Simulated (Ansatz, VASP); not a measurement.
# Cross-check of Sn8HO16 (interstitial H+ in rutile SnO2) between VASP and Ansatz

Aim: how closely do two programs agree when they are given the same cell, functional and k mesh? The cell is taken from a series of runs on this material, whose earlier steps may have relaxed, scaled, displaced or heated it; both programs get it as it stands.

Method: plane waves, with VASP 6.6.1 beside it; single point at HSE06, in Ansatz 0.2.0.

### 1. The starting structure

The cell holds 25 atoms: 8 Sn, 16 O and 1 H. Its edges and angles: a = 6.826 Å, b = 6.826 Å, c = 6.477 Å, α = 90.0°, β = 90.0°, γ = 90.0°. It derives from SnO2 (SnO2 (P4_2/mnm)). Nearest the centre at fractional (0.648, 0.307, 0.250): H25 at 0.57 Å, O12 at 0.75 Å, O15 at 2.32 Å, O10 at 2.38 Å, O18 at 2.38 Å, Sn2 at 2.39 Å, Sn6 at 2.39 Å, Sn4 at 2.49 Å. The cell carries charge +1.

### 2. VASP: single point, HSE06

A single point gives forces, pressure and levels at one fixed geometry, so differences don't come from the geometry; what else differs is listed under the comparison.

Lines of VASP's logs that name or quote its potential files are left out, and so is its time.

The run reads the wave functions of an earlier VASP run, which isn't shown here.

Input file INCAR:

```
SYSTEM = Sn8HO16
PREC = Accurate
ENCUT = 520
EDIFF = 1E-06
NELM = 100
ISMEAR = -1
SIGMA = 0.01
LREAL = Auto
ALGO = Normal
LHFCALC = .TRUE.
AEXX = 0.25
GGA = PE
HFSCREEN = 0.208
LASPH = .TRUE.
NELECT = 208
NBANDS = 121
PRECFOCK = Fast
LORBIT = 11
LWAVE = .FALSE.
LCHARG = .FALSE.
ISIF = 2
```

Input file POSCAR:

```
Sn8HO16
1.0
    4.8269178375      4.8269178375      0.0000000000
   -4.8269178375      4.8269178375      0.0000000000
    0.0000000000      0.0000000000      6.4765704724
Sn O H
8 16 1
Direct
    0.9932393611      0.0024720464      0.9993788010
    0.5008873728      0.5085000529      0.9910431670
    0.0039643089      0.5084313137      0.2502677543
    0.4904688146      0.9783294109      0.2502676761
    0.9932393725      0.0024697152      0.5011583980
    0.5008878679      0.5085051057      0.5094960109
    0.0008974052      0.5015069484      0.7502683117
    0.4939529687      0.0064338935      0.7502682159
    0.3025384701      0.0094444731      0.0035741499
    0.8073002686      0.5080989658      0.0006862208
    0.0052701908      0.8128403373      0.2502671203
    0.5386362026      0.3000053359      0.2502684681
    0.1961623799      0.4935254582      0.0022766462
    0.6842421672      0.9928473264      0.0015870515
    0.9706179832      0.1986669748      0.2502687096
    0.4901481932      0.6785817897      0.2502676031
    0.3025386294      0.0094414309      0.4969627551
    0.8072996830      0.5081006259      0.4998502298
    0.0032372777      0.8085783215      0.7502693109
    0.5026595629      0.3137083475      0.7502674662
    0.1961620763      0.4935304016      0.4982605098
    0.6842414916      0.9928440178      0.4989487388
    0.9921063545      0.1943131060      0.7502684237
    0.4912887795      0.7005984047      0.7502709697
    0.7257161992      0.2768392629      0.2502696157
```

Input file KPOINTS:

```
Automatic mesh
0
Gamma
1 1 1
0 0 0
```

The projector-augmented-wave data sets are Sn_d, O and H (PBE family, release 64).

Run with:

```bash
> export OMP_NUM_THREADS=3
> mpirun -np 1 vasp_gam
```

Numbers of over 12 decimals in the logs are rounded to 6 here.

The log of the run:

```text
[banner, memory and clock lines left out]
running    1 mpi-ranks, on    1 nodes
 distrk:  each k-point on    1 cores,    1 groups
 distr:  one band on    1 cores,    1 groups
 Offloading initialized ...    1 GPUs detected
 POSCAR found type information on POSCAR SnO H
 POSCAR found :  3 types and      25 ions
 LDA part: xc-table for (Slater+PW92), standard interpolation
 found WAVECAR, reading the header
 POSCAR, INCAR and KPOINTS ok, starting setup
 FFT: planning ... GRIDC
 FFT: planning ... GRID_SOFT
 FFT: planning ... GRID
 reading WAVECAR
 the WAVECAR file was read successfully
 initial charge from wavefunction
 entering main loop
       N       E                     dE             d eps       ncg     rms          rms(c)
DAV:   1    -0.198282415265E+03   -0.19828E+03   -0.47607E+00   284   0.101E+01    0.278E+00
DAV:   2    -0.198386970394E+03   -0.10456E+00   -0.48458E-01   324   0.255E+00    0.232E+00
DAV:   3    -0.198370565808E+03    0.16405E-01   -0.30337E-02   364   0.100E+00    0.148E+00
DAV:   4    -0.198366898483E+03    0.36673E-02   -0.10820E-02   332   0.439E-01    0.910E-01
DAV:   5    -0.198365744982E+03    0.11535E-02   -0.13477E-03   268   0.177E-01    0.533E-01
DAV:   6    -0.198365313795E+03    0.43119E-03   -0.36824E-04   268   0.896E-02    0.311E-01
DAV:   7    -0.198365191674E+03    0.12212E-03   -0.91076E-05   308   0.499E-02    0.185E-01
DAV:   8    -0.198365155409E+03    0.36265E-04   -0.27326E-05   324   0.309E-02    0.111E-01
DAV:   9    -0.198365146864E+03    0.85446E-05   -0.12154E-05   276   0.183E-02    0.671E-02
DAV:  10    -0.198365145695E+03    0.11695E-05   -0.30920E-06   196   0.102E-02    0.404E-02
DAV:  11    -0.198365146130E+03   -0.43527E-06   -0.19013E-06   156   0.783E-03
   1 F= -.19836515E+03 E0= -.19836515E+03  d E =-.174671E-13
```

Parts of OUTCAR (step 2):

```text
NELECT = 208

 ion  position               nearest neighbor table
   1  0.993  0.002  0.999-  23 2.08  11 2.08  19 2.09  14 2.11  15 2.11   9 2.11   5 3.23   5 3.25
                             3 3.74
   2  0.501  0.509  0.991-  24 2.04  16 2.04  20 2.05  13 2.08  10 2.09  12 2.22   6 3.12   6 3.36
                             4 3.62   8 3.74   7 3.75   7 3.75
   3  0.004  0.508  0.250-  13 2.08  21 2.08  11 2.08  10 2.10  18 2.10  15 2.13   7 3.24   7 3.24
                             5 3.74   1 3.74
   4  0.490  0.978  0.250-  16 2.05   9 2.06  17 2.06  22 2.09  14 2.09  12 2.22   8 3.24   8 3.24
                             6 3.62   2 3.62
   5  0.993  0.002  0.501-  23 2.08  11 2.08  19 2.09  22 2.11  15 2.11  17 2.11   1 3.23   1 3.25
                             3 3.74
   6  0.501  0.509  0.509-  24 2.04  16 2.04  20 2.05  21 2.08  18 2.09  12 2.22   2 3.12   2 3.36
                             4 3.62   8 3.74   7 3.75   7 3.75
   7  0.001  0.502  0.750-  10 2.09  18 2.09  19 2.10  23 2.10  21 2.11  13 2.11   3 3.24   3 3.24
                             6 3.75   2 3.75   6 3.75   2 3.75
   8  0.494  0.006  0.750-  14 2.08  22 2.08  24 2.09  17 2.10   9 2.10  20 2.10   4 3.24   4 3.24
                             6 3.74   2 3.74
   9  0.303  0.009  0.004-   4 2.06   8 2.10   1 2.11
  10  0.807  0.508  0.001-   7 2.09   2 2.09   3 2.10
  11  0.005  0.813  0.250-   3 2.08   1 2.08   5 2.08
  12  0.539  0.300  0.250-  25 1.29   2 2.22   6 2.22   4 2.22
  13  0.196  0.494  0.002-   3 2.08   2 2.08   7 2.11
  14  0.684  0.993  0.002-   8 2.08   4 2.09   1 2.11
  15  0.971  0.199  0.250-   1 2.11   5 2.11   3 2.13
  16  0.490  0.679  0.250-   2 2.04   6 2.04   4 2.05
  17  0.303  0.009  0.497-   4 2.06   8 2.10   5 2.11
  18  0.807  0.508  0.500-   7 2.09   6 2.09   3 2.10
  19  0.003  0.809  0.750-   5 2.09   1 2.09   7 2.10
  20  0.503  0.314  0.750-   2 2.05   6 2.05   8 2.10
  21  0.196  0.494  0.498-   3 2.08   6 2.08   7 2.11
  22  0.684  0.993  0.499-   8 2.08   4 2.09   5 2.11
  23  0.992  0.194  0.750-   1 2.08   5 2.08   7 2.10
  24  0.491  0.701  0.750-   6 2.04   2 2.04   8 2.09
  25  0.726  0.277  0.250-  12 1.29

  LATTYP: Found a simple tetragonal cell.
 ALAT       =     6.8262926703
 C/A-ratio  =     0.9487683557

 Subroutine GETGRP returns: Found  2 space group operations
 (whereof  1 operations were pure point group operations)

The static configuration has the point symmetry C_1 .
 The point group associated with its full space group is C_1h.

 Found      1 irreducible k-points:

   k-points           NKPTS =      1   k-points in BZ     NKDIM =      1   number of bands    NBANDS=    121

   dimension x,y,z NGX =    54 NGY =   54 NGZ =   48
   dimension x,y,z NGXF=   108 NGYF=  108 NGZF=   96

   ENCUT  =  520.0 eV  38.22 Ry    6.18 a.u.  12.69 12.69 12.04*2*pi/ulx,y,z

 k-points in reciprocal lattice and weights: Automatic mesh
   0.00000000  0.00000000  0.00000000       1.000

  exchange ACFDT corr.  =         0.00000000  see jH, gK, PRB 81, 115126

 average (electrostatic) potential at core
       1 -94.0062       2 -94.2224       3 -94.0873       4 -94.1032       5 -94.0063
       6 -94.2224       7 -94.0079       8 -94.0096       9 -61.9995      10 -62.0149
      11 -62.0785      12 -63.3164      13 -62.0573      14 -61.9137      15 -62.5305
      16 -62.5638      17 -61.9995      18 -62.0149      19 -61.8299      20 -62.2769
      21 -62.0573      22 -61.9137      23 -61.9934      24 -62.2017      25 -28.1014

 E-fermi :   4.5203

 k-point     1 :       0.0000    0.0000    0.0000
  band No.  band energies     occupation
    ...
    100       3.4793      2.00000
    101       3.5608      2.00000
    102       3.6143      2.00000
    103       3.6892      2.00000
    104       4.2079      2.00000
    105       6.7880      0.00000
    106      10.4587      0.00000
    107      10.5801      0.00000
    108      10.6695      0.00000
    109      10.7178      0.00000
    ...

  Total      -31.4287476    -24.8969511    -31.0909655     -7.1834532      0.0000000      0.0000000
  in kB     -166.8486717   -132.1727250   -165.0554571    -38.1354560      0.0000000      0.0000000
  external PRESSURE =    -154.6922846 kB  Pullay stress =       0.0000000 kB

  energy-cutoff  :      520.00
  volume of cell :      301.80
      direct lattice vectors                 reciprocal lattice vectors
     4.826917837  4.826917837  0.000000000     0.103585770  0.103585770 -0.000000000
    -4.826917837  4.826917837  0.000000000    -0.103585770  0.103585770  0.000000000
     0.000000000  0.000000000  6.476570472     0.000000000 -0.000000000  0.154402705

 POSITION                                       TOTAL-FORCE (eV/Angst)
 -----------------------------------------------------------------------------------
      4.78235      4.80622      6.47255         0.227517     -0.214843     -0.365546
     -0.03675      4.87223      6.41856         0.314534     -0.220531      0.442335
     -2.43502      2.47329      1.62088        -0.203813      0.542225      0.000000
     -2.35486      7.08977      1.62088        -0.231523      0.436882      0.000000
      4.78236      4.80621      3.24579         0.227517     -0.214843      0.365546
     -0.03677      4.87226      3.29979         0.314534     -0.220531     -0.442335
     -2.41640      2.42506      4.85917        -0.016050      0.077808      0.000000
      2.35321      2.41533      4.85916        -0.044665      0.070482      0.000000
      1.41474      1.50592      0.02315        -0.114554     -0.122878     -0.002046
      1.44422      6.34932      0.00444         0.107389      0.080379      0.011435
     -3.89807      3.94895      1.62087        -0.140430      0.130589      0.000000
      1.15185      4.04805      1.62088         3.070909      2.522399      0.000000
     -1.43535      3.32907      0.01474        -0.081740     -0.106617      0.013723
     -1.48961      8.09517      0.01028         0.127818      0.082558     -0.027678
      3.72614      5.64404      1.62088        -0.912402     -0.353341      0.000000
     -0.90955      5.64136      1.62088        -0.170089      0.147205      0.000000
      1.41476      1.50590      3.21861        -0.114554     -0.122878      0.002046
      1.44421      6.34933      3.23732         0.107389      0.080379     -0.011435
     -3.88732      3.91857      4.85917        -0.004656      0.002115      0.000000
      0.91205      3.94054      4.85916         0.047316     -0.045451      0.000000
     -1.43537      3.32909      3.22702        -0.081740     -0.106617     -0.013723
     -1.48960      8.09515      3.23148         0.127818      0.082558      0.027678
      3.85088      5.72675      4.85917         0.003680     -0.013276      0.000000
     -1.01032      5.75314      4.85918        -0.064443      0.057438      0.000000
      2.16669      4.83925      1.62089        -2.495761     -2.571212      0.000000
 -----------------------------------------------------------------------------------
    total drift:                               -0.008105     -0.002914      0.000668

  FREE ENERGIE OF THE ION-ELECTRON SYSTEM (eV)
  ---------------------------------------------------
  free  energy   TOTEN  =      -198.3651461300 eV

  energy  without entropy=     -198.3651461300  energy(sigma->0) =     -198.36514613

 total charge
# of ion       s       p       d       tot
------------------------------------------
    1        0.795   1.051  10.323  12.169
    2        0.800   1.082  10.343  12.224
    3        0.804   1.061  10.332  12.197
    4        0.817   1.066  10.336  12.220
    5        0.795   1.051  10.323  12.169
    6        0.800   1.082  10.343  12.224
    7        0.789   1.044  10.319  12.152
    8        0.792   1.050  10.327  12.170
    9        1.553   3.518   0.000   5.072
   10        1.553   3.519   0.000   5.072
   11        1.553   3.527   0.000   5.080
   12        1.562   3.466   0.000   5.027
   13        1.552   3.520   0.000   5.072
   14        1.554   3.520   0.000   5.073
   15        1.558   3.501   0.000   5.059
   16        1.554   3.553   0.000   5.107
   17        1.553   3.518   0.000   5.072
   18        1.553   3.519   0.000   5.072
   19        1.553   3.518   0.000   5.071
   20        1.555   3.530   0.000   5.085
   21        1.552   3.520   0.000   5.072
   22        1.554   3.520   0.000   5.073
   23        1.553   3.519   0.000   5.073
   24        1.555   3.546   0.000   5.101
   25        0.360   0.039   0.000   0.399
--------------------------------------------------
tot         31.619  64.839  82.645 179.104
```

The run ends at a pressure of -15.47 GPa, with forces up to 4.0 eV/Å.

[end of part 1 of 2]

[Lines on the potential files, build, host, timing and source positions are cut from VASP's logs without a mark.]

[Logs are printed without paths, hosts, clocks, repeated set-up lines and the standing remarks that a program may print on its own settings, such as how far it seeks lower states.]

[Hosts, paths, dates, database ids (printed as entryN), source tags and the programs' standing remarks are cut or masked in the printed files.]
